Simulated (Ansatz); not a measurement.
Runs of Ansatz 0.2.0 on AlN. Symmetry: F-43m, No. 216, cubic system. Conventional cell: a = 4.368 Å, b = 4.368 Å, c = 4.368 Å, α = 90.00°, β = 90.00°, γ = 90.00°. Around Al (site symmetry -43m) lie 4 N at 1.89 Å. N (site symmetry -43m) is surrounded by 4 Al at 1.89 Å. Measurements of this composition are mostly on another form, of space group No. 186.

```tsv
task	level	potentials or basis	k mesh	cutoff (eV)	smearing	points for each segment of the path	atoms under strain	gap on the mesh (eV)	pressure (GPa)	V0 of scaled cells (Å³/atom)	B0 (GPa)
equation of state	BLYP	Ansatz PAW	10 × 10 × 10	420	fermi-dirac 0.05 eV	-	-	-	-	(a)	186
equation of state	r2SCAN+D3(BJ)	Ansatz PAW	10 × 10 × 10	500	fermi-dirac 0.05 eV	-	-	-	-	(d)	214
equation of state	BPBE	Ansatz PAW	10 × 10 × 10	420	fermi-dirac 0.05 eV	-	-	-	-	10.68	(c)
band structure	revPBE	Ansatz PAW	10 × 10 × 10	420	fermi-dirac 0.05 eV	14	-	3.35	7.7	-	-
single point	PBE	Ansatz PAW	14 × 14 × 14	420	fermi-dirac 0.05 eV	-	-	3.33	4.9	-	-
single point	PBE	Ansatz PAW	10 × 10 × 10	300	fermi-dirac 0.05 eV	-	-	3.33	5.0	-	-
elastic constants	PBEsol	Ansatz PAW	9 × 9 × 9	420	fixed	-	clamped	(b)	1.3	-	-
band structure	PBE	SPMS NC	10 × 10 × 10	1034	fermi-dirac 0.05 eV	14	-	3.32	4.9	-	-
```

Alike in all rows: no spin polarisation; cell as given.

Task: Fill in the values left out.

Result: (a) 10.83; (b) 3.38; (c) 193; (d) 10.33.

Caveats: the potentials were made for another functional, which shifts forces and pressure (some runs); the PAW data sets come from PBE, with cores solved anew for the run's functional, which leaves a small shift of forces and pressure (some runs); the PAW data sets were made with another functional, which shifts forces and pressure a little (some runs); the pressure holds a Pulay correction of +11.9 GPa for the finite cutoff (some runs); the cutoff lies under the one recommended for these potentials (some runs); odd divisions of the mesh miss points on the zone boundary, where band edges often lie, so the gap on the mesh can be too wide (some runs).

A k mesh can miss the band edges.
